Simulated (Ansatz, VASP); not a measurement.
This is a calculation of C for VASP 6.6.1.

Contents of INCAR:

```
  PREC = Accurate
  ENCUT = 520
  EDIFF = 1E-6
  ISMEAR = 0
  SIGMA = 0.011
  LREAL = F
  LASPH = T
  NELM = 100
  ALGO = Fast
  ISIF = 2
  LWAVE = F
  LCHARG = F
  GGA = PE
  NBANDS = 26
```

File KPOINTS:

```
regular mesh
0
Gamma
  12 12 4
```

File POSCAR:

```
C
1.0
    2.5221000000      0.0000000000      0.0000000000
   -1.2610500000      2.1842026709      0.0000000000
    0.0000000000      0.0000000000      8.2371000000
C
8
Direct
    0.6666666667      0.3333333333      0.8437500000
    0.3333333333      0.6666666667      0.3437500000
    0.6666666667      0.3333333333      0.6562500000
    0.3333333333      0.6666666667      0.1562500000
    0.0000000000      0.0000000000      0.9062500000
    0.0000000000      0.0000000000      0.4062500000
    0.0000000000      0.0000000000      0.5937500000
    0.0000000000      0.0000000000      0.0937500000
```

Potentials or basis: VASP PAW PBE potentials, release 64 (C).

Command:

```bash
$ cat potpaw_PBE.64/C/POTCAR > POTCAR
$ mpirun -np 1 vasp_std > vasp.out
```

**Question.** Set up the same calculation for Ansatz 0.2.0. Potentials there: Ansatz PAW.

**Answer.** As run (the cutoff follows the program's own potentials):

Contents of input.yaml:

```yaml
crystal:
  lattice:
    - [2.5221, 0.0, 0.0]
    - [-1.26105, 2.1842026709, 0.0]
    - [0.0, 0.0, 8.2371]
  atoms:
    - { symbol: C, position: [0.6666666667, 0.3333333333, 0.84375] }
    - { symbol: C, position: [0.3333333333, 0.6666666667, 0.34375] }
    - { symbol: C, position: [0.6666666667, 0.3333333333, 0.65625] }
    - { symbol: C, position: [0.3333333333, 0.6666666667, 0.15625] }
    - { symbol: C, position: [0.0, 0.0, 0.90625] }
    - { symbol: C, position: [0.0, 0.0, 0.40625] }
    - { symbol: C, position: [0.0, 0.0, 0.59375] }
    - { symbol: C, position: [0.0, 0.0, 0.09375] }
hamiltonian:
  xc: pbe
  pseudopotentials: { kind: paw }
kpoints:
  mp_grid: { grid: [12, 12, 4] }
scf:
  occupations: { method: gaussian, width: 0.011 }
output:
  forces: true
  stress: true
  eigenvalues: true
```

Potentials or basis: Ansatz PAW.

Launch:

```bash
$ ansatz run input.yaml --threads 4 --pin off --max-ram 11264MiB --backend cpu --events-out ev --progress --plain --runs-dir out
```

Both were run:

|  | VASP | Ansatz | Ansatz less VASP |
| --- | --- | --- | --- |
| gap on the k mesh at the Fermi level (eV) | 4.41 | 4.42 | +0.009 |
| least direct gap on the mesh (eV) | 5.18 | 5.19 | +0.007 |
| pressure (GPa) | 2.9 | 2.3 | -0.67 |
| largest component of the traceless stress (GPa) | 8.20 | 8.20 | -0.003 |
| rms of the force components (eV/Å) | 0.187 | 0.187 | -0.0002 |

Atom by atom the forces differ by 0.001 eV/Å (rms over components). With one functional, cell and mesh, what is left measures potentials, basis and numerics.

Caveats: the pressure holds a Pulay correction of +1.0 GPa for the finite cutoff (Ansatz). A k mesh can miss the band edges. Expect the measured gap to be larger: semilocal functionals such as PBE lack the derivative discontinuity.
